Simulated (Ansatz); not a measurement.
Planning a GW calculation on SiO2 (Stishovite).

```xyz
6
Lattice="4.1773 0.0000 0.0000 0.0000 4.1773 0.0000 0.0000 0.0000 2.6652" Properties=species:S:1:pos:R:3 pbc="T T T"
Si    0.0000    0.0000    0.0000
Si    2.0886    2.0886    1.3326
O     1.2778    1.2778    0.0000
O     0.8108    3.3665    1.3326
O     2.8995    2.8995    0.0000
O     3.3665    0.8108    1.3326
```

The cell and positions come from the Crystallography Open Database and are kept as given unless a step says otherwise.

Runs so far (Ansatz 0.2.0, start PBE, PAW set soft_1 files, 4×4×6 mesh). Times are wall times on 1 × NVIDIA H100 80GB HBM3 (shared by 6 runs) with 2 threads of AMD EPYC 7R13 (Zen 3), shared host, good to a factor of about two.

```tsv
bands summed	cutoff (eV)	gap on the mesh (eV)	time
53	50	8.446	13 s
121	100	8.355	13 s
210	150	8.506	17 s
360	220	8.577	22 s
```

Question: What should the next rung give, with 564 bands and screening to 300 eV, and where is the limit?

The error falls about as one over the bands when the cutoff rises with them. A line through the two highest rungs given predicts 8.612 eV; the run gave 8.587 eV, a miss of 0.025 eV, so the law fails here: the steps don't follow it yet. The two highest rungs put the limit near 8.605 eV, the pair below near 8.675 eV; neither can be trusted until a further rung is run.

Gaps are over the mesh's points; an edge off the mesh would be missed. Limits: not at the basis limit; coarse k mesh.

[Paths, hosts, dates, memory and timing lines, banners, echoed tables and standing remarks are left out of the program output.]

[Logs are printed without paths, hosts, clocks, repeated set-up lines and the standing remarks that a program may print on its own settings, such as how far it seeks lower states.]

[Runs of the session that timed out or met a known fault of the program may be left out.]

[Cells called generated may have been cut or substituted from an entry of the Crystallography Open Database or the Materials Project.]

[Hosts, paths, dates, database ids (printed as entryN), source tags and the programs' standing remarks are cut or masked in the printed files.]
